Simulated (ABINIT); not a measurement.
# Sb (P6_3/mmc) in ABINIT: reference runs

Aim: a first look at Sb with PBE, on the cell as given and on a disturbed one.

Everything below comes from runs of ABINIT 10.8.3 (patched build). Logs are shortened: lines on timing, memory, paths and dates and some standing lists are left out, and cuts for length are marked. The log counts tension as positive stress, the text compression.

## (1) Starting point

The structure is hexagonal, space group P6_3/mmc (No. 194). The conventional cell has a = 3.355 Å, b = 3.355 Å, c = 5.470 Å, α = 90.00°, β = 90.00°, γ = 120.00°. Sb (site symmetry -6m2) is surrounded by 12 Sb at 3.35 Å.

This isn't the form of Sb at room conditions, which is rhombohedral.

## (2) Single point, PBE

run.abi

```
# Pseudopotentials
pp_dirpath "./"
pseudos "Sb.GGA_PBE-JTH.xml"

# Structure
acell 3.3545324186 3.3545324186 5.47016065 Angstrom
rprim
     1.0000000000     0.0000000000     0.0000000000
    -0.5000000000     0.8660254038     0.0000000000
     0.0000000000     0.0000000000     1.0000000000
ntypat 1
znucl 51
natom 2
typat 1 1
xred
     0.6666666667     0.3333333333     0.7500000000
     0.3333333333     0.6666666667     0.2500000000

# Plane-wave basis
ecut 435.382180 eV
pawecutdg 32.0
pawxcdev 0

# k points
kptopt 1
ngkpt 9 9 5
nshiftk 1
shiftk 0.0 0.0 0.0

# Exchange and correlation
ixc 11

# Bands and occupations
nband 19
occopt 3
tsmear 0.00183747

# SCF cycle
nstep 100
tolvrs 1.0e-9

# Output
iomode 3
prtwf 0
prteig 0
prtebands 0
prtden 1
prtvha 1
prtvclmb 1
prtpot 1
```

Potentials or basis: JTH PAW PBE v2.0.

Launch:

```
> abinit run.abi > log 2>&1
```

run.abo:

```text
.Version 10.8.3 of ABINIT
 Symmetries : space group P6_3/m m c (#194); Bravais hP (primitive hexag.)
================================================================================
 Values of the parameters that define the memory need of the present run
     intxc =       0    ionmov =       0      iscf =      17    lmnmax =      18
     lnmax =       6     mgfft =      40  mpssoang =       3    mqgrid =    3001
     natom =       2  nloc_mem =       2    nspden =       1   nspinor =       1
    nsppol =       1      nsym =      24    n1xccc =       1    ntypat =       1
    occopt =       3   xclevel =       2
       mpw =        1113          nfft =       23040          nkpt =          36
 PAW method is used; the additional fine FFT grid is defined by:
   mgfftf=        54    nfftf =     69984
================================================================================
================================================================================

--------------------------------------------------------------------------------
------------- Echo of variables that govern the present computation ------------
--------------------------------------------------------------------------------
 -outvars: echo values of preprocessed input variables --------
            acell      6.3391475516E+00  6.3391475516E+00  1.0337105493E+01 Bohr
              amu      1.21753000E+02
             ecut      1.60000000E+01 Hartree
              ixc          11
         kptrlatt        9    0    0      0    9    0      0    0    5
          kptrlen      5.16855275E+01
            natom           2
            nband          19
            ngfft          24      24      40
          ngfftdg          36      36      54
             nkpt          36
            nstep         100
             nsym          24
           ntypat           1
           occopt           3
        pawecutdg      3.20000000E+01 Hartree
         pawxcdev           0
        prtebands           0
           prteig           0
           prtpot           1
         prtvclmb           1
           prtvha           1
            prtwf           0
            rprim      1.0000000000E+00  0.0000000000E+00  0.0000000000E+00
                      -5.0000000000E-01  8.6602540380E-01  0.0000000000E+00
                       0.0000000000E+00  0.0000000000E+00  1.0000000000E+00
          spgroup         194
           tolvrs      1.00000000E-09
           tsmear      1.83747000E-03 Hartree
            typat      1  1
           useylm           1
           xangst      1.6772662093E+00  9.6837009746E-01  4.1026204875E+00
                       1.1383851010E-16  1.9367401949E+00  1.3675401625E+00
            xcart      3.1695737758E+00  1.8299542727E+00  7.7528291199E+00
                       2.1512360668E-16  3.6599085454E+00  2.5842763733E+00
             xred      6.6666666667E-01  3.3333333333E-01  7.5000000000E-01
                       3.3333333333E-01  6.6666666667E-01  2.5000000000E-01
            znucl       51.00000

================================================================================

 chkinp: Checking input parameters for consistency.

[... 119 lines left out ...]

 cartesian forces (hartree/bohr) at end:
    1      0.00000000000000     0.00000000000000    -0.00000000000000
    2     -0.00000000000000    -0.00000000000000    -0.00000000000000
 frms,max,avg= 7.0794093E-30 1.0619114E-29   0.000E+00  0.000E+00  0.000E+00 h/b

 cartesian forces (eV/Angstrom) at end:
    1      0.00000000000000     0.00000000000000    -0.00000000000000
    2     -0.00000000000000    -0.00000000000000    -0.00000000000000
 frms,max,avg= 3.6403787E-28 5.4605680E-28   0.000E+00  0.000E+00  0.000E+00 e/A
 length scales=  6.339147551633  6.339147551633 10.337105493218 bohr
              =  3.354532418600  3.354532418600  5.470160650000 angstroms
 Fermi (or HOMO) energy (hartree) =   0.29933   Average Vxc (hartree)=  -0.36540
 Eigenvalues (hartree) for nkpt=  36  k points:
 kpt#   1, nband= 19, wtk=  0.00247, kpt=  0.0000  0.0000  0.0000 (reduced coord)
  -0.77522   -0.77488   -0.77454   -0.77454   -0.77437   -0.77437   -0.77423   -0.77423
  -0.77234   -0.77234   -0.17521   -0.03408    0.08662    0.43510    0.43510    0.49577
   0.49577    0.50449    0.59227
      occupation numbers for kpt#   1
   2.00000    2.00000    2.00000    2.00000    2.00000    2.00000    2.00000    2.00000
   2.00000    2.00000    2.00000    2.00000    2.00000    0.00000    0.00000    0.00000
   0.00000    0.00000    0.00000
 prteigrs : prtvol=0 or 1, do not print more k-points.

--- !EnergyTerms
iteration_state     : {dtset: 1, }
comment             : Components of total free energy in Hartree
kinetic             :  8.22058474972399E+00
hartree             :  4.26052075955844E+01
xc                  : -4.70703288938632E+00
Ewald energy        : -1.15119991985150E+02
psp_core            :  4.26710606866981E+00
local_psp           : -1.32207267014804E+02
PAW spherical_terms :  3.17334758198394E+01
internal            : -1.65207917655523E+02
'-kT*entropy'       : -4.40687250447423E-04
total_energy        : -1.65208358342774E+02
total_energy_eV     : -4.49554844992965E+03
...

--- !EnergyTermsDC
iteration_state     : {dtset: 1, }
comment             : '"Double-counting" decomposition of free energy'
band_energy         : -1.44140226709226E+01
Ewald energy        : -1.15119991985150E+02
psp_core            :  4.26710606866981E+00
xc_dc               : -4.19625568325684E+01
PAW spherical_terms :  2.02154854642284E+00
internal            : -1.65207916873549E+02
'-kT*entropy'       : -4.40687250447423E-04
total_energy_dc     : -1.65208357560799E+02
total_energy_dc_eV  : -4.49554842865104E+03
...

--- !EnergyTermsWithPAWCore
iteration_state     : {dtset: 1, }
comment             : 'Components of total free energy, including PAW core contributions'
Total energy        : -1.29631819155159E+04
Total energy DC     : -1.29631819147339E+04
Total energy (eV)   : -3.52746150080019E+05
Total energy DC (eV): -3.52746150058740E+05
...

 Cartesian components of stress tensor (hartree/bohr^3)
  sigma(1 1)= -4.91495426E-05  sigma(3 2)=  0.00000000E+00
  sigma(2 2)= -4.91495430E-05  sigma(3 1)=  0.00000000E+00
  sigma(3 3)= -3.90935285E-05  sigma(2 1)=  0.00000000E+00

-Cartesian components of stress tensor (GPa)         [Pressure=  1.3474E+00 GPa]
- sigma(1 1)= -1.44602947E+00  sigma(3 2)=  0.00000000E+00
- sigma(2 2)= -1.44602948E+00  sigma(3 1)=  0.00000000E+00
- sigma(3 3)= -1.15017132E+00  sigma(2 1)=  0.00000000E+00

== END DATASET(S) ==============================================================
================================================================================

 -outvars: echo values of variables after computation  --------
            acell      6.3391475516E+00  6.3391475516E+00  1.0337105493E+01 Bohr
           etotal     -1.6520835756E+02
            fcart      1.0619114010E-29  6.1309483323E-30 -0.0000000000E+00
                      -1.0619114010E-29 -6.1309483323E-30 -0.0000000000E+00
            rprim      1.0000000000E+00  0.0000000000E+00  0.0000000000E+00
                      -5.0000000000E-01  8.6602540380E-01  0.0000000000E+00
                       0.0000000000E+00  0.0000000000E+00  1.0000000000E+00
           strten     -4.9149542612E-05 -4.9149543037E-05 -3.9093528539E-05
                       0.0000000000E+00  0.0000000000E+00  0.0000000000E+00
           xangst      1.6772662093E+00  9.6837009746E-01  4.1026204875E+00
                       1.1383851010E-16  1.9367401949E+00  1.3675401625E+00
             xred      6.6666666667E-01  3.3333333333E-01  7.5000000000E-01
                       3.3333333333E-01  6.6666666667E-01  2.5000000000E-01
 Calculation completed.
```

Run time: 22 s. Hardware: 1 thread of Arm Neoverse V1, shared host; peak memory 0.12 GiB.

What came out:

| Quantity | Value |
| --- | --- |
| Free energy | -4495.5484 eV |
| Pressure | 1.3 GPa |
| Band gap on the k mesh | none (metal or under the smearing width) |
| Valence electrons inside the program's atomic spheres | Sb 12.37 (radii [1.2705] Å) |

Levels at points of the mesh, in eV from the Fermi level:
| k point | band 11 | band 12 | band 13 | band 14 | band 15 | band 16 | band 17 | band 18 | band 19 |
| --- | --- | --- | --- | --- | --- | --- | --- | --- | --- |
| (0.00, 0.00, 0.00) | -12.91 | -9.07 | -5.79 | 3.69 | 3.69 | 5.35 | 5.35 | 5.58 | 7.97 |

The run has no spin-orbit coupling, so splittings on Sb are missing.

## (3) Single point, PBE (atoms moved at random, drawn with an rms of 0.05 Å)

run.abi

```
# Pseudopotentials
pp_dirpath "./"
pseudos "Sb.GGA_PBE-JTH.xml"

# Structure
acell 3*1.0 Angstrom
rprim
     3.3545324186     0.0000000000     0.0000000000
    -1.6772662093     2.9051102923     0.0000000000
     0.0000000000     0.0000000000     5.4701606500
ntypat 1
znucl 51
natom 2
typat 1 1
xred
     0.6781860000     0.3344730000     0.7515460000
     0.3209610000     0.6625660000     0.2556060000
chkprim 0
chksymtnons 0
tolsym 1.0e-6

# Plane-wave basis
ecut 16.0
pawecutdg 32.0
pawxcdev 0

# k points
kptopt 1
ngkpt 9 9 5
nshiftk 1
shiftk 0.0 0.0 0.0

# Exchange and correlation
ixc 11

# Bands and occupations
nband 19
occopt 3
tsmear 0.00183747

# SCF cycle
nstep 100
tolvrs 1.0e-9

# Output
iomode 3
prtwf 0
prtden 0
prteig 0
prtebands 0
```

Potentials or basis: JTH PAW PBE v2.0.

Launch:

```
> abinit run.abi > log 2>&1
```

run.abo:

```text
.Version 10.8.3 of ABINIT
 Symmetries : space group P-1 (#  2); Bravais aP (primitive triclinic)
================================================================================
 Values of the parameters that define the memory need of the present run
     intxc =       0    ionmov =       0      iscf =      17    lmnmax =      18
     lnmax =       6     mgfft =      40  mpssoang =       3    mqgrid =    3001
     natom =       2  nloc_mem =       2    nspden =       1   nspinor =       1
    nsppol =       1      nsym =       2    n1xccc =       1    ntypat =       1
    occopt =       3   xclevel =       2
       mpw =        1113          nfft =       23040          nkpt =         203
 PAW method is used; the additional fine FFT grid is defined by:
   mgfftf=        54    nfftf =     69984
================================================================================
================================================================================

--------------------------------------------------------------------------------
[... 240 lines left out ...]
- sigma(2 2)= -1.47188392E+00  sigma(3 1)= -1.87609591E-02
- sigma(3 3)= -1.16579158E+00  sigma(2 1)= -1.87875162E-01

== END DATASET(S) ==============================================================
================================================================================

 -outvars: echo values of variables after computation  --------
            acell      1.8897261259E+00  1.8897261259E+00  1.8897261259E+00 Bohr
           etotal     -1.6520841733E+02
            fcart      4.7670633703E-04  1.2918348463E-04 -5.3101175214E-04
                      -4.7670633703E-04 -1.2918348463E-04  5.3101175214E-04
            rprim      3.3545324186E+00  0.0000000000E+00  0.0000000000E+00
                      -1.6772662093E+00  2.9051102923E+00  0.0000000000E+00
                       0.0000000000E+00  0.0000000000E+00  5.4701606500E+00
           strten     -5.2038003979E-05 -5.0028317425E-05 -3.9624450365E-05
                      -2.5537964304E-07 -6.3767203708E-07 -6.3857469559E-06
           xangst      1.7139966620E+00  9.7168095480E-01  4.1110773559E+00
                      -3.4625483625E-02  1.9248273059E+00  1.3982058831E+00
             xred      6.7818600000E-01  3.3447300000E-01  7.5154600000E-01
                       3.2096100000E-01  6.6256600000E-01  2.5560600000E-01
 Calculation completed.
```

Run time: 1.8 min. Hardware: 1 thread of Arm Neoverse V1, shared host; peak memory 0.22 GiB.

What came out:

```yaml
Free_energy: -4495.5501 eV
Pressure: 1.4 GPa
Largest_force: 0.037 eV/Å
Band_gap_on_the_k_mesh: none (metal or under the smearing width)
Valence_electrons_inside_the_program's_atomic_spheres: Sb 12.36 (radii [1.2705] Å)
```

Forces on the atoms (eV/Å):
```
Sb   0.025  0.007 -0.027
Sb  -0.025 -0.007  0.027
```
